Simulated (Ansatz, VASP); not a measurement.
# Two plane-wave programs on Mo

```
Mo
1.0
     2.73551    0.00000    0.00000
    -1.36776    2.36902    0.00000
     0.00000    0.00000    2.55518
Mo
1
Direct
  0.00000 0.00000 0.50000
```

This isn't the form of Mo at room conditions, which is bcc.

Alike in both runs: task single point; functional LDA; k mesh 14 × 14 × 13; no spin polarisation.

|  | VASP | Ansatz |
| --- | --- | --- |
| version | VASP 6.6.1 | Ansatz 0.2.0 |
| potentials or method | VASP PAW LDA potentials, release 64 (Mo_sv) | plane waves, PAW |
| plane-wave cutoff (eV) | 520 | 420 |
| occupations | methfessel-paxton of order 1, width 0.1 eV | cold, width 0.1 eV |
| valence electrons in the cell | 14 | 14 |

VASP gave:

| Item | Value |
| --- | --- |
| gap on the k mesh at the Fermi level (eV) | none |
| pressure (GPa) | -6.8 |
| largest component of the traceless stress (GPa) | 3.20 |

Task: Estimate Ansatz's values.

Result: gap on the k mesh at the Fermi level (eV): none; pressure (GPa): -7.6; largest component of the traceless stress (GPa): 3.10.

A gap of «none» marks a metal or a gap that the smearing closes.
